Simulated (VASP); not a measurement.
Set up this calculation in VASP 6.6.1, as the native input.

```
Task                   : relaxation of the atoms
Functional             : PBE
Potentials or basis    : VASP PAW PBE potentials, release 64 (Rb_sv)
Cutoff                 : 600 eV
k mesh                 : 10 × 10 × 10
Occupations            : methfessel-paxton, width 0.1 eV
Spin                   : no spin polarisation
Further INCAR settings : ALGO = Fast; EDIFF = 1e-07; IBRION = 2; EDIFFG = -0.01; NSW = 40
```

The structure of Rb lies in POSCAR:

```
Rb                                      
1.0
   -2.7761125968      2.7761125968      2.7761125968
    2.7761125968     -2.7761125968      2.7761125968
    2.7761125968      2.7761125968     -2.7761125968
  Rb            
     1
Direct
     0.0000000000000000    0.0000000000000000    0.0000000000000000
```

The cell isn't the ideal one: a relaxed cell with its volume scaled by 0.94.

These files were run (other wordings do the same):

INCAR

```
SYSTEM = Rb
PREC = Accurate
ENCUT = 600
EDIFF = 1E-7
ISMEAR = 1
SIGMA = 0.1
LREAL = .FALSE.
LASPH = .TRUE.
NELM = 80
ALGO = Fast
ISIF = 2
LWAVE = .FALSE.
LCHARG = .FALSE.
GGA = PE
IBRION = 2
NSW = 40
EDIFFG = -0.01
```

KPOINTS

```
regular mesh
0
G
  10 10 10
  0 0 0
```

Potentials or basis: VASP PAW PBE potentials, release 64 (Rb_sv).

Command:

```console
$ cat potpaw_PBE.64/Rb_sv/POTCAR > POTCAR
$ mpirun -np 1 vasp_std > vasp.out
```

It gave:

```yaml
Pressure_after_relaxing: 0.2 GPa
Band_gap_on_the_k_mesh: none (metal or under the smearing width)
```

Caveat: the relaxation stopped at its first step, so nothing moved.

Wall time 41 s on 1 thread of Intel(R) Xeon(R) Platinum 8488C (Sapphire Rapids) (shared host), peak memory 0.25 GiB.
